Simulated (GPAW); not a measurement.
Co: band structure with BP86

Co:

```
CELL_PARAMETERS angstrom
2.47200 0.00000 0.00000
-1.23600 2.14081 0.00000
0.00000 0.00000 4.02114
ATOMIC_POSITIONS crystal
Co 0.66667 0.33333 0.75000
Co 0.33333 0.66667 0.25000
```

```json
{
  "Program": "GPAW 26.7.0",
  "Task": "band structure",
  "Functional": "BP86",
  "Potentials or basis": "PAW data sets generated in the run's folder for this functional",
  "Cutoff": "600 eV",
  "Basis": "pw",
  "k mesh": "9 × 9 × 5",
  "Occupations": "fermi-dirac, width 0.05 eV",
  "Spin": "collinear spin, ferromagnetic start",
  "Starting moments": "[2.0, 2.0] μB",
  "Maxiter": "150",
  "Band path": "GMKGALHA,LM,KH",
  "Band points": "100"
}
```

- Pressure: 3.7 GPa
- Band gap along the path: none (metal or under the smearing width)
- Net moment: 3.05 μB per cell
- Site moments: Co +1.60 μB

Stress tensor (GPa, compression positive):
```
4.06 0.00 0.00
0.00 4.06 0.00
0.00 0.00 3.05
```

Levels at the corners of the path, in eV from the Fermi level:
Spin up:
| point | band 8 | band 9 | band 10 | band 11 | band 12 | band 13 |
| --- | --- | --- | --- | --- | --- | --- |
| Γ | -1.86 | -1.86 | -0.72 | -0.72 | -0.20 | 6.45 |
| M | -0.55 | -0.50 | -0.40 | 1.42 | 3.46 | 9.80 |
| K | -0.82 | -0.82 | -0.73 | 4.66 | 5.47 | 5.47 |
| Γ | -1.86 | -1.86 | -0.72 | -0.72 | -0.20 | 6.45 |
| A | -2.62 | -1.05 | -1.05 | -1.05 | -1.05 | 15.09 |
| L | -0.98 | -0.46 | -0.46 | 1.62 | 1.62 | 7.46 |
| H | -1.84 | -0.65 | -0.65 | 5.86 | 5.86 | 7.51 |
| A | -2.62 | -1.05 | -1.05 | -1.05 | -1.05 | 15.09 |
| L | -0.98 | -0.46 | -0.46 | 1.62 | 1.62 | 7.46 |
| M | -0.55 | -0.50 | -0.40 | 1.42 | 3.46 | 9.80 |
| K | -0.82 | -0.82 | -0.73 | 4.66 | 5.47 | 5.47 |
| H | -1.84 | -0.65 | -0.65 | 5.86 | 5.86 | 7.51 |
Spin down:
```tsv
point	band 4	band 5	band 6	band 7	band 8	band 9	band 10	band 11	band 12	band 13
Γ	-1.05	-1.05	-0.68	-0.68	-0.25	-0.20	-0.20	1.05	1.05	7.42
M	-1.92	-1.18	-1.13	-0.72	1.19	1.31	1.36	2.58	4.37	10.22
K	-2.76	-1.47	-1.47	-0.40	0.87	0.87	1.04	5.40	6.19	6.19
Γ	-1.05	-1.05	-0.68	-0.68	-0.25	-0.20	-0.20	1.05	1.05	7.42
A	-1.67	-1.11	-1.11	-1.11	-1.11	0.69	0.69	0.69	0.69	15.51
L	-2.52	-0.10	-0.10	0.21	0.21	1.29	1.29	2.22	2.22	8.33
H	-2.64	-1.84	-1.84	-0.25	-0.25	1.07	1.07	6.47	6.47	8.20
A	-1.67	-1.11	-1.11	-1.11	-1.11	0.69	0.69	0.69	0.69	15.51
L	-2.52	-0.10	-0.10	0.21	0.21	1.29	1.29	2.22	2.22	8.33
M	-1.92	-1.18	-1.13	-0.72	1.19	1.31	1.36	2.58	4.37	10.22
K	-2.76	-1.47	-1.47	-0.40	0.87	0.87	1.04	5.40	6.19	6.19
H	-2.64	-1.84	-1.84	-0.25	-0.25	1.07	1.07	6.47	6.47	8.20
```

It took 62 s on 1 thread of Arm Neoverse V1, on a shared host, peak memory 0.29 GiB.
